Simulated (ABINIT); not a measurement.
The system is CdO (Monteponite).

```xyz
2
Lattice="0.0000 2.3495 2.3495 2.3495 0.0000 2.3495 2.3495 2.3495 0.0000" Properties=species:S:1:pos:R:3 pbc="T T T"
Cd    0.0000    0.0000    0.0000
O     2.3495    2.3495    2.3495
```

```yaml
Program: ABINIT 10.8.3 (patched build)
Task: relaxation of cell and atoms
Functional: LDA
Potentials_or_basis: PseudoDojo NC SR LDA v0.4 stringent
Cutoff: 1388 eV
k_mesh: 8 × 8 × 8
Occupations: fermi-dirac, width 0.05 eV
Spin: no spin polarisation
```

At the start: pressure -5.8 GPa; volume 12.97 Å³/atom.

Question: How do energy, volume and symmetry change on relaxing?

Answer: Over 5 steps the energy falls by 9.5 meV/atom and the volume is 12.47 Å³/atom (-3.9 %); space group Fm-3m (No. 225, to 0.05 Å).

The path:
| step | energy change (eV) | largest force (eV/Å) | pressure (GPa) | volume (Å³) |
| --- | --- | --- | --- | --- |
| 1 | 0.0000 | 0.0000 | -5.82 | 25.94 |
| 2 | -0.0132 | 0.0000 | -3.33 | 25.48 |
| 3 | -0.0189 | 0.0000 | 0.23 | 24.90 |
| 4 | -0.0189 | 0.0000 | -0.01 | 24.94 |
| 5 | -0.0189 | 0.0000 | 0.00 | 24.93 |

Final structure:
```
Cd O
1.0
     0.00000    2.31878    2.31878
     2.31878    0.00000    2.31878
     2.31878    2.31878    0.00000
Cd O
1 1
Direct
  0.00000 0.00000 0.00000
  0.50000 0.50000 0.50000
```
